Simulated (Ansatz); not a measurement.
Results of RPBE (plane waves, PAW; Ansatz, an electronic-structure program) for cubic perovskite CsPbI3 (cubic high-temperature phase).

Numerical settings: plane-wave cutoff 520 eV, 6×6×6 k mesh, Fermi–Dirac smearing 0.01 eV, scalar-relativistic PAW data made under PBE.

Energies at three volumes about the minimum:

```csv
V (Å³/atom),E − E_lowest (meV/atom)
54.988,0.89
56.110,0.00
57.232,0.82
```

Task: Fit a parabola by hand: where is the minimum, what lattice constant follows, and what is the bulk modulus?

Result: Slopes: (0.00 − 0.89)/(56.110 − 54.988) = -0.793 and (0.82 − 0.00)/(57.232 − 56.110) = 0.731 meV/Å³. Curvature E″ = 2 × (0.731 − (-0.793))/(57.232 − 54.988) = 1.358 meV/Å⁶. From the middle of the first interval, the slope vanishes at V0 = 55.5490 − (-0.793)/1.358 = 56.133 Å³/atom. B = V0 E″ = 56.133 × 1.358 meV/Å³ × 0.1602 GPa per meV/Å³ = 12.2 GPa. With 5 atoms in the cube, a = (5 × 56.133)^(1/3) = 6.547 Å. The full Birch–Murnaghan fit to all volumes gives V0 = 56.110 Å³/atom and B0 = 12.2 GPa.

Note: the cell is over a tenth larger than the published one: the level's own overestimate first of all, though another phase or state, or a fault of the published cell, is possible; the relaxation could not lower the start's symmetry, so the cell can be a saddle point above a distorted one.
